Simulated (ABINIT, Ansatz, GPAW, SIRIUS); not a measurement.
**Bi: 4 runs at one level of theory**

```
Bi
1.0
    -1.98143    1.98143    1.98143
     1.98143   -1.98143    1.98143
     1.98143    1.98143   -1.98143
Bi
1
Direct
  0.00000 0.00000 0.00000
```

This isn't the form of Bi at room conditions, which is rhombohedral.

Alike in all runs: task single point; functional PBEsol; k mesh 9 × 9 × 9; occupations fermi-dirac, width 0.05 eV; no spin polarisation; no spin-orbit coupling. Pressure is positive in compression and, in plane waves, holds the error of the finite cutoff.

```csv
program and potentials,plane-wave cutoff (eV),notes,pressure (GPa)
"GPAW, PAW data sets generated for this functional",600,-,-2.08
"ABINIT, PseudoDojo NC SR PBEsol v0.4.1 standard",898,-,?
"Ansatz, all-electron LAPW, scalar-relativistic",-,-,-1.95
"SIRIUS, PseudoDojo 0.4.1 PBEsol standard (scalar relativistic)",915,-,-1.93
```

Task: Estimate from the other rows what the run with ABINIT, PseudoDojo NC SR PBEsol v0.4.1 standard gave.

Result: Pressure -1.94 GPa. The other rows, which needn't bracket it: pressure -2.08 to -1.93.
